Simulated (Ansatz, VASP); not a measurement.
# ZnS in VASP and in Ansatz

```
CELL_PARAMETERS angstrom
0.00000 2.67709 2.67709
2.67709 0.00000 2.67709
2.67709 2.67709 0.00000
ATOMIC_POSITIONS crystal
Zn 0.25000 0.25000 0.25000
S 0.00000 0.00000 0.00000
```

Alike in both runs: functional r2SCAN; k mesh 10 × 10 × 10; occupations fermi-dirac, width 0.02 eV; no spin polarisation.

Ansatz relaxed the structure, and its values are those at the end. VASP's run is a single point on that final structure, the one shown.

```csv
,VASP,Ansatz
version,VASP 6.6.1,Ansatz 0.2.0
potentials or method,"VASP PAW PBE potentials, release 64 (Zn, S)",PAW plane waves
plane-wave cutoff (eV),520,500
valence electrons in the cell,18,18
```

```csv
,VASP,Ansatz,Ansatz less VASP
gap on the k mesh at the Fermi level (eV),2.81,2.79,-0.015
pressure (GPa),1.6,1.6,+0.07
```

Ansatz warned: «stress_scf_threshold_loose».

Caveats: the PAW data sets were made with another functional, which shifts forces and pressure a little (VASP). r2SCAN opens gaps a little over a GGA but as a rule still falls short of measured ones.
